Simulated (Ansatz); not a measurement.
# Contact densities of In against volume

```xyz
1
Lattice="3.0868 0.0000 0.0000 0.0000 3.0868 0.0000 0.0000 0.0000 3.0868" Properties=species:S:1:pos:R:3 pbc="T T T"
In    0.0000    0.0000    0.0000
```

The cell was built from the sc type and relaxed in the same program, and has space group Pm-3m; it needn't be a known or the stable phase.

No spin–orbit coupling, which matters for the heavy atoms here.

These are results of DFT, PBE, all-electron PAW with datasets made for the crystal, scalar-relativistic in Ansatz 0.2.0, not measurements.

Settings: a Γ-centred 12×12×12 k mesh, Fermi–Dirac smearing of 0.03 eV, cutoff 240 eV (chosen by the program for this cell), no spin polarisation.

The contact density is the mean electron density over the nuclear volume; its changes follow the s electrons' response to bonding and compression. Changes below are taken from the unscaled cell, where it is 1.13301e+06 e/Å³ at In.

```csv
V/V(cell),P (GPa),Δρ(0) In (e/Å³)
0.9405,2.3,?
1.0000,0.0,0.00
1.0600,-1.4,?
```

(1) Fill in "Δρ(0) In (e/Å³)" for the row "0.9405".

(2) What belongs in the row "1.0600", column "Δρ(0) In (e/Å³)"?

The datasets are made afresh for each cell, so very small changes are uncertain.

Answers

(1) -3.71.

(2) 5.03.
